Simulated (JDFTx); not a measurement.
The system is Pt.

```
Pt
1.0
     2.76067    0.00000    0.00000
    -1.38033    2.39081    0.00000
     0.00000    0.00000    4.79213
Pt
2
Direct
  0.33333 0.66667 0.25000
  0.66667 0.33333 0.75000
```

This isn't the form of Pt at room conditions, which is fcc.

| Item | Value |
| --- | --- |
| Program | JDFTx 1.7.0 (patched build) |
| Task | single point |
| Functional | PBE |
| Potentials or basis | PseudoDojo-SR-PBE-0.5-standard with smoothed tails |
| Cutoff | 1143 eV |
| Density cutoff | 9143 eV |
| k mesh | 11 × 11 × 6 |
| Occupations | fermi-dirac, width 0.05 eV |
| Spin | no spin polarisation |

On this cell: pressure -1.2 GPa; largest force under 0.003 eV/Å; band gap on the k mesh none (metal or under the smearing width).

The same run follows on a disturbed copy (atoms moved at random, drawn with an rms of 0.05 Å):

```xyz
2
Lattice="2.7607 0.0000 0.0000 -1.3803 2.3908 0.0000 0.0000 0.0000 4.7921" Properties=species:S:1:pos:R:3 pbc="T T T"
Pt   -0.0429    1.6448    1.2117
Pt    1.4132    0.7717    3.5624
```

Problem. What does the disturbed cell give?

Solution. The energy (extrapolated to zero smearing) moves by +3.0 meV/atom; pressure -0.9 GPa; largest force 0.451 eV/Å; band gap on the k mesh none (metal or under the smearing width).

Forces in eV/Å, atoms in the order of the input:
```
Pt  -0.067  0.026 -0.445
Pt   0.067 -0.026  0.445
```

Stress tensor (GPa, compression positive):
```
-0.72  0.10 -0.15
 0.10 -0.14  0.21
-0.15  0.21 -1.72
```
